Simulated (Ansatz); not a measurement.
# ZrN: the cost of one run

Method: DFT LDA, scalar-relativistic, plane waves, PAW, in Ansatz 0.2.0.

4 further runs of the same task are left out: 4 set aside as unsound or not needed.

### Step 1. The system as given

It takes space group Fm-3m (No. 225, cubic). The conventional cell has a = 4.525 Å, b = 4.525 Å, c = 4.525 Å, α = 90.00°, β = 90.00°, γ = 90.00°. Around Zr (site symmetry m-3m) lie 6 N at 2.26 Å. Around N (site symmetry m-3m) lie 6 Zr at 2.26 Å.

Coordinates:

```xyz
2
Lattice="0.0000 2.2627 2.2627 2.2627 0.0000 2.2627 2.2627 2.2627 0.0000" Properties=species:S:1:pos:R:3 pbc="T T T"
Zr    0.0000    0.0000    0.0000
N     2.2627    2.2627    2.2627
```

This cell was relaxed beforehand with the same method: volume 11.58 Å³/atom, gap on the mesh none (metal).

### Step 2. The cell under 4 GPa

What is minimised here is the enthalpy; the energy can go up as the cell is squeezed.

Contents of input.yaml:

```yaml
crystal:
  lattice:
    - [0.0, 2.2626914552, 2.2626914552]
    - [2.2626914552, 0.0, 2.2626914552]
    - [2.2626914552, 2.2626914552, 0.0]
  atoms:
    - { symbol: Zr, position: [0.0, 0.0, 0.0] }
    - { symbol: "N", position: [0.5, 0.5, 0.5] }
basis:
  ecutwfc: 420
kpoints:
  mp_grid: { grid: [16, 16, 16] }
hamiltonian:
  xc: lda
scf:
  occupations: { method: fermi_dirac, width: 0.15 }
output:
  forces: true
  stress: true
  eigenvalues: true
relax:
  adjacent_minimum: "off"
  f_tol: 0.001
  max_steps: 60
  cell: { stress_tol: 0.02, p_target: 4.0 }
```

Run with:

```
ansatz run input.yaml --threads 1 --pin off --max-ram 3072MiB --backend cpu --events-out ev --progress --plain --runs-dir out
```

What time and memory should one allow on 1 thread of Intel Xeon at 2.50GHz (Skylake/Cascade Lake), shared host?

About 53 s, with a peak of 0.37 GiB.
